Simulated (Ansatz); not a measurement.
# In2O3 (R-3c) in Ansatz: single point with PBE

Aim: the single point of In2O3 with PBE.

Everything below comes from runs of Ansatz 0.2.0. Logs are shortened: lines on timing, memory, paths and dates and some standing lists are left out, and cuts for length are marked.

**Measured values to compare with.**

“Fabrication and performance enhancement of an In2O3/BiVO4 heterojunction for N-butanol gas sensing applications”, 2024, pmc:11650617 reports, for a powder of In2O3: band gap 3.08 eV (optical).

How close the calculation comes is told below.

## Step 1: The structure

It takes space group R-3c (No. 167, trigonal). Conventional cell: a = 5.487 Å, b = 5.487 Å, c = 14.510 Å, α = 90.00°, β = 90.00°, γ = 120.00°. In (site symmetry 3) is surrounded by 6 O at 2.12 to 2.26 Å. O (site symmetry 2) has 4 In at 2.12 to 2.26 Å as nearest neighbours.

## Step 2: Single point, PBE

Contents of input.yaml:

```yaml
crystal:
  lattice:
    - [2.7435, 1.5839604635, 4.8366666667]
    - [-2.7435, 1.5839604635, 4.8366666667]
    - [0.0, -3.167920927, 4.8366666667]
  atoms:
    - { symbol: In, position: [0.85731, 0.85731, 0.85731] }
    - { symbol: In, position: [0.64269, 0.64269, 0.64269] }
    - { symbol: In, position: [0.14269, 0.14269, 0.14269] }
    - { symbol: In, position: [0.35731, 0.35731, 0.35731] }
    - { symbol: O, position: [0.048, 0.75, 0.452] }
    - { symbol: O, position: [0.75, 0.452, 0.048] }
    - { symbol: O, position: [0.452, 0.048, 0.75] }
    - { symbol: O, position: [0.952, 0.25, 0.548] }
    - { symbol: O, position: [0.25, 0.548, 0.952] }
    - { symbol: O, position: [0.548, 0.952, 0.25] }
hamiltonian:
  xc: pbe
  pseudopotentials: { kind: paw }
kpoints:
  mp_grid: { grid: [6, 6, 6] }
scf:
  occupations: { method: fermi_dirac, width: 0.05 }
basis:
  ecutwfc: "800 eV"
output:
  forces: true
  stress: true
  eigenvalues: true
  write_density: true
  write_potential: true
  elf: true
  volumetric_format: npy
```

Potentials or basis: Ansatz PAW.

The run is started by

```bash
$ ansatz run input.yaml --threads 4 --pin off --max-ram 11264MiB --backend cpu --events-out ev --progress --plain --runs-dir out
```

Output:

```text
Warning: RAYON_NUM_THREADS=4 ignored (pool sized by the plan → 4); use --threads N
Engine: ansatz 0.2.0, x86_64-unknown-linux-gnu
Pseudopotentials: kind: paw
Pseudopotential: In, paw, valence charge 13, recommended cutoff 420 eV (normal), In.paw.azcp
Pseudopotential: O, paw, valence charge 6, recommended cutoff 420 eV (normal), O.paw.azcp
Functional definition: PBE
  parameter kappa = 0.804
  parameter beta = 0.06672455060314922
  exchange = pbe_x(kappa = kappa, mu = beta*pi^2/3)
  correlation = pbe_c(beta = beta)
Crystal: 10 atoms, lattice volume = 126.109 Å³
Basis set: ecut = 800 eV, 6533 PW (Γ), exchange–correlation on 108×108×108 points (8 copies of the dense FFT grid, shifted against one another)
Bands: 54, of which v1, the nominal top of the filled ones, is band 44 counted from 1 (43 counted from 0)
Symmetry: 12 space group operations
Space group: R-3c (ITA 167), of the structure as read, at distance tolerance 5.0e-5 Å
k-points: 32 of 216
Non-local potential: In, projectors of the file, l = 0: 2, l = 1: 2, l = 2: 2, l = 3: 2
Non-local potential: O, projectors of the file, l = 0: 2, l = 1: 2, l = 2: 1
PAW form: soft (Blöchl's): semilocal exchange-correlation on the pseudo side does not see the compensation charge
PAW one-centre angular grid: In, 590 points (default); XC on 64 Gauss nodes
PAW one-centre angular grid: O, 110 points (default); XC on 64 Gauss nodes
Initial density: superposition of atomic densities (neutral atoms: chi_scale 0, normalization atom), corrected by the library's trained network
Initial wavefunctions: pseudopotential atomic-orbital guess
Functional: x = pbe(κ = 0.804, μ = 0.2195149727645171), c = pbe(β = 0.06672455060314922)
SCF iter   1: F=—  HF=-25796.350329 eV  |F-HF|=—  |Δ(HF+E_count)|=         —  Δρ=1.13e-3  dr2=4.34e-4  ethr=1.77e-3  ⟨swp⟩=6.4  Hψ=7340  notcnv=0  defer=16
preconditioner: auto → Resta (q_TF=auto, 2.569 Å⁻¹)  ε∞=4.6  [insulator: Δε(μ)=1.300 eV  Ē_g=16.390 eV  σ=0.050 eV  W_gap=1.00  n_scr=32 (ndim 8)  ℏωp=31.0 eV  f_vac=0.020  D(μ)=0.00/eV (n_scr^D=0)  ε∞_Penn≈4.6]
SCF iter   2: F=—  HF=-25796.350965 eV  |F-HF|=—  |Δ(HF+E_count)|=   6.36e-4  Δρ=6.32e-4  dr2=1.07e-4  ethr=4.93e-7  ⟨swp⟩=2.8  Hψ=3750  notcnv=0  defer=72
SCF iter   3: F=—  HF=-25796.351247 eV  |F-HF|=—  |Δ(HF+E_count)|=   2.82e-4  Δρ=2.48e-4  dr2=6.42e-5  ethr=1.21e-7  ⟨swp⟩=2.0  Hψ=2995  notcnv=0  defer=72
SCF iter   4: F=—  HF=-25796.351189 eV  |F-HF|=—  |Δ(HF+E_count)|=   5.77e-5  Δρ=5.59e-5  dr2=3.92e-6  ethr=7.29e-8  ⟨swp⟩=2.0  Hψ=2155  notcnv=0  defer=72
SCF iter   5: F=—  HF=-25796.351190 eV  |F-HF|=—  |Δ(HF+E_count)|=   9.97e-7  Δρ=3.12e-5  dr2=1.10e-6  ethr=4.45e-9  ⟨swp⟩=2.2  Hψ=2928  notcnv=0  defer=72
SCF iter   6: F=—  HF=-25796.351190 eV  |F-HF|=—  |Δ(HF+E_count)|=   8.67e-8  Δρ=1.32e-5  dr2=2.08e-7  ethr=1.25e-9  ⟨swp⟩=2.8  Hψ=2361  notcnv=0  defer=72
SCF iter   7: F=-25796.351190 eV  HF=-25796.351190 eV  |F-HF|=2.57e-8  |Δ(HF+E_count)|=   2.16e-8  Δρ=5.03e-6  dr2=3.23e-8  ethr=1.14e-10  ⟨swp⟩=14.1  Hψ=12184  notcnv=0
SCF 1 converged in 7 iterations: F = -25796.351190 eV  dr2 = 3.23e-8
SCF converged after 7 iterations
Free energy (F): -25796.351190 eV
Harris-Foulkes:  -25796.351190 eV  (|F-HF|=2.57e-8)
Internal energy: -25796.351190 eV  (E = F + TS)
E sigma→0 (E₀):  -25796.351190 eV
Entropy (-TS):   -0.000000 eV (-0.000 meV/atom)
Fermi energy:    9.748527 eV
--- Per-component energies (eV) ---
  E_band       = 41.001872
  E_kinetic    = 2036.669176
  E_local      = -5861.492098  (includes V_loc(G=0)·N_el)
  E_nonlocal   = 1775.158360
  E_hartree    = 2256.595845
  E_xc         = -1298.824715
  E_vxc        = -957.332257  (∫ρ·V_xc dr)
  E_paw        = -17593.349373  (= ΣΔE_a)
  E_vpaw       = -1465.193410  (= ΣTr[D̂ρ^β])
  E_aug_tail   = 0.000984  (compensation charges beyond the density's cutoff)
  E_ewald      = -7111.109369
  E_smearing   = -0.000000  (= −TS)
  E_closure    = 0.000000  (closes the sum)
  Σ components = -25796.351190   (vs F -25796.351190, Δ=0.00e0)
--- Forces (eV/Å), atoms counted from 1 ---
  atom   1  In    -0.00000000     0.00000000     0.01459794
  atom   2  In    -0.00000000    -0.00000000    -0.01459794
  atom   3  In     0.00000000     0.00000000    -0.01459794
  atom   4  In     0.00000000    -0.00000000     0.01459794
  atom   5  O     -0.06416187    -0.11113161     0.00000000
  atom   6  O     -0.06416187     0.11113161     0.00000000
  atom   7  O      0.12832373     0.00000000     0.00000000
  atom   8  O      0.06416187     0.11113161    -0.00000000
  atom   9  O      0.06416187    -0.11113161    -0.00000000
  atom  10  O     -0.12832373    -0.00000000    -0.00000000
  max |Σ_I F_I| component: 2.78e-17 eV/Å
--- Stress (GPa, compression-positive) ---
        8.866393       0.000000       0.000000
        0.000000       8.866393      -0.000000
        0.000000      -0.000000       7.456142
  P = ⅓ Tr σ = 8.3963 GPa (83.963 kbar)
--- Band table (eV; the first three rows and the last of 32) ---
  k-point 0: bands = ["-8.6449", "-7.7661", "-7.7661", "-7.5425", "-7.5425", "-7.4438", "-3.3355", "-3.3355", "-3.1794", "-3.1794", "-3.1737", "-3.0481", "-3.0203", "-3.0203", "-2.9736", "-2.9736", "-2.9194", "-2.9194", "-2.8119", "-2.8005", "-2.8005", "-2.7918", "-2.4960", "-2.4960", "-1.7778", "-1.7778", "3.3386", "3.7191", "4.9527", "4.9527", "5.6934", "5.9709", "6.3582", "6.3582", "6.4890", "8.2225", "8.2225", "8.5228", "8.6193", "8.6193", "8.7268", "8.7268", "8.9534", "8.9534", "10.2981", "14.6113", "15.3064", "16.3621", "18.2207", "18.2450", "18.2450", "18.5501", "18.9744", "18.9744"]
  k-point 1: bands = ["-8.5675", "-7.7566", "-7.7506", "-7.6082", "-7.5595", "-7.4747", "-3.3166", "-3.3052", "-3.2013", "-3.1863", "-3.1529", "-3.0635", "-3.0084", "-3.0058", "-2.9915", "-2.9757", "-2.9328", "-2.9190", "-2.8251", "-2.7999", "-2.7981", "-2.7238", "-2.5239", "-2.4807", "-1.8969", "-1.8160", "3.4576", "3.7029", "4.6274", "5.3323", "5.4936", "6.1676", "6.4533", "6.7586", "6.9408", "7.4608", "8.0989", "8.1545", "8.4993", "8.5050", "8.7284", "8.7923", "8.7983", "8.9397", "11.1741", "14.9200", "15.1623", "16.0793", "17.1996", "17.8150", "18.5898", "18.6778", "19.4411", "19.5516"]
  k-point 2: bands = ["-8.3577", "-7.8045", "-7.7205", "-7.7049", "-7.6055", "-7.5454", "-3.2910", "-3.2529", "-3.1954", "-3.1749", "-3.1302", "-3.0827", "-3.0431", "-3.0219", "-2.9867", "-2.9796", "-2.9273", "-2.9038", "-2.8645", "-2.8024", "-2.7925", "-2.6366", "-2.5022", "-2.4354", "-2.1301", "-1.9535", "3.7165", "3.9374", "4.1941", "5.3801", "5.9078", "6.3157", "6.4916", "6.9327", "7.3208", "7.4685", "7.7296", "7.8006", "8.3345", "8.3623", "8.3895", "8.4624", "8.8566", "8.9942", "12.6010", "14.9278", "15.0630", "15.3641", "16.8685", "17.4445", "18.3723", "19.0789", "19.1986", "19.3800"]
  k-point 31: bands = ["-8.0827", "-8.0827", "-7.6572", "-7.6572", "-7.6572", "-7.6572", "-3.2289", "-3.2289", "-3.2154", "-3.2154", "-3.2154", "-3.2154", "-3.0416", "-3.0416", "-3.0416", "-3.0416", "-2.8169", "-2.8169", "-2.8169", "-2.8169", "-2.7001", "-2.7001", "-2.2249", "-2.2249", "-2.2249", "-2.2249", "3.9803", "3.9803", "5.4032", "5.4032", "6.0763", "6.0763", "6.0763", "6.0763", "6.9784", "6.9784", "7.9025", "7.9025", "7.9025", "7.9025", "8.8045", "8.8045", "8.8045", "8.8045", "13.4381", "13.4381", "16.2227", "16.2227", "17.3401", "17.3401", "18.8140", "18.8140", "18.8140", "18.8140"]
```

It took 5.3 s on 4 threads of Intel Xeon 6975P-C (Granite Rapids), shared host; peak memory 1 GiB.

Results:

```yaml
Free_energy: -25796.3512 eV
Pressure: 8.4 GPa
Largest_force: 0.128 eV/Å
Band_gap_on_the_k_mesh: 1.30 eV, indirect (least direct gap 1.34 eV)
```

Forces on the atoms (eV/Å):
```
In   0.000  0.000  0.015
In   0.000  0.000 -0.015
In   0.000  0.000 -0.015
In   0.000  0.000  0.015
O   -0.064 -0.111  0.000
O   -0.064  0.111  0.000
O    0.128  0.000  0.000
O    0.064  0.111  0.000
O    0.064 -0.111  0.000
O   -0.128  0.000  0.000
```

Levels at points of the mesh, in eV from the valence-band top:
| k point | band 40 | band 41 | band 42 | band 43 | band 44 | band 45 | band 46 | band 47 | band 48 | band 49 |
| --- | --- | --- | --- | --- | --- | --- | --- | --- | --- | --- |
| (0.00, 0.00, 0.00) | -0.37 | -0.27 | -0.27 | -0.04 | -0.04 | 1.30 | 5.62 | 6.31 | 7.37 | 9.23 |
| (0.00, 0.00, -0.50) | -0.91 | -0.75 | -0.75 | -0.06 | -0.06 | 5.00 | 5.00 | 5.94 | 5.94 | 8.46 |
| (0.00, -0.50, -0.50) | -0.86 | -0.55 | -0.34 | -0.08 | -0.04 | 5.23 | 5.56 | 6.52 | 6.63 | 7.38 |
| (-0.50, -0.50, -0.50) | -1.09 | -0.19 | -0.19 | -0.19 | -0.19 | 4.44 | 4.44 | 7.23 | 7.23 | 8.35 |

Caveat: spin-orbit coupling is left out, which moves the levels of the heavy elements.

## Step 3: How close it comes

Step 2. Against the measured gap of In2O3, 3.08 eV (optical; powder; “Fabrication and performance enhancement of an In2O3/BiVO4 heterojunction for N-butanol gas sensing applications”, 2024, pmc:11650617), the calculated 1.30 eV is off by -1.78 eV. So large a miss can be the level of theory's own, or it may mean another phase, state or a wrong row. Spin-orbit coupling on In is left out. The value is that of PBE on a finite k mesh, which can miss the band edges, without temperature or zero-point motion. Semilocal functionals fall short of measured gaps as a rule.
